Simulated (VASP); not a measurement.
The system is MnSn2.

```
CELL_PARAMETERS angstrom
-3.32950 3.32950 2.72350
3.32950 -3.32950 2.72350
3.32950 3.32950 -2.72350
ATOMIC_POSITIONS crystal
Sn 0.83770 0.66230 0.50000
Sn 0.33770 0.83770 0.17540
Sn 0.16230 0.33770 0.50000
Sn 0.66230 0.16230 0.82460
Mn 0.75000 0.75000 0.00000
Mn 0.25000 0.25000 0.00000
```

* Program: VASP 6.6.1
* Task: relaxation of cell and atoms
* Functional: PBEsol
* Dispersion: rVV10
* Potentials or basis: VASP PAW PBE potentials, release 64 (Sn_d, Mn_pv)
* Cutoff: 600 eV
* k mesh: 5 × 5 × 5
* Occupations: fermi-dirac, width 0.05 eV
* Spin: collinear spin, ferromagnetic start
* Starting moments: [0.0, 0.0, 0.0, 0.0, 4.0, 4.0] μB

At the start: pressure -5.8 GPa; volume 20.13 Å³/atom.

Q: Where does the relaxation end?

A: Over 9 steps the energy falls by 32.9 meV/atom and the volume is 18.60 Å³/atom (-7.6 %); space group I4/mcm (No. 140, to 0.05 Å); moment 3.99 μB per cell.

The path:
| step | energy change (eV) | largest force (eV/Å) | pressure (GPa) | volume (Å³) |
| --- | --- | --- | --- | --- |
| 1 | 0.0000 | 0.2145 | -5.77 | 120.77 |
| 2 | -0.1639 | 0.0604 | 3.23 | 108.53 |
| 3 | -0.1940 | 0.1079 | 0.09 | 111.57 |
| 4 | -0.1939 | 0.1106 | -0.06 | 111.75 |
| 5 | -0.1963 | 0.0692 | -0.07 | 111.75 |
| 6 | -0.1973 | 0.0288 | -0.06 | 111.76 |
| 7 | -0.1973 | 0.0260 | -0.07 | 111.76 |
| 8 | -0.1976 | 0.0043 | 0.10 | 111.61 |
| 9 | -0.1976 | 0.0083 | 0.07 | 111.62 |

Final structure:
```
Sn Mn
1.0
    -3.23893    3.23893    2.65994
     3.23893   -3.23893    2.65994
     3.23893    3.23893   -2.65994
Sn Mn
4 2
Direct
  0.83554 0.66446 0.50000
  0.33554 0.83554 0.17108
  0.16446 0.33554 0.50000
  0.66446 0.16446 0.82892
  0.75000 0.75000 0.00000
  0.25000 0.25000 0.00000
```

Caveat: the PAW data sets were made with another functional, which shifts forces and pressure a little.
